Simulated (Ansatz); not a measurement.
Stackings of close-packed layers of Hf (one atom a layer), each relaxed to a stress under 0.05 GPa; h and k mark layers whose two neighbours have the same or different letters; energies count from the stacking AB (P6_3/mmc).

These are results of Ansatz, DFT PBE, scalar-relativistic, plane waves, PAW, not measurements.

Cutoff 420 eV, Gaussian smearing of 0.10 eV, energies at zero smearing, symmetry of each start kept, no spin polarisation.

```
                start atoms k mesh excess energy (meV/atom) excess energy on a denser mesh (meV/atom) spacing of like layers (Å) a (Å) denser mesh
            ABC (kkk)      3  15×15×6                      71.6                                       71.9                       2.591  3.170     24×24×12
          ABAC (khkh)      4  15×15×4                      51.2                                       50.8                       2.554  3.202      24×24×8
      ABCACB (hkkhkk)      6  15×15×3                      57.2                                       57.1                       2.569  3.188      24×24×6
ABABCBCAC (khhkhhkhh)      9  15×15×2                      31.5                                          -                       2.556  3.196            -
    ABCABAC (kkkkhkh)      7  15×15×3                      60.1                                          -                       2.571  3.188            -
```

Zero in every row: gap on the mesh (eV).

Spin-orbit coupling is left out, which matters for the bands of heavy elements.

Small energy differences in metals hang on the k mesh (about 10 mJ/m² or 1 to 2 meV/atom on the mesh of the relaxation).

Cost: 5 runs of about 16 core-minutes in all, on AMD EPYC 7R13 Processor (Zen 3) (shared hosts).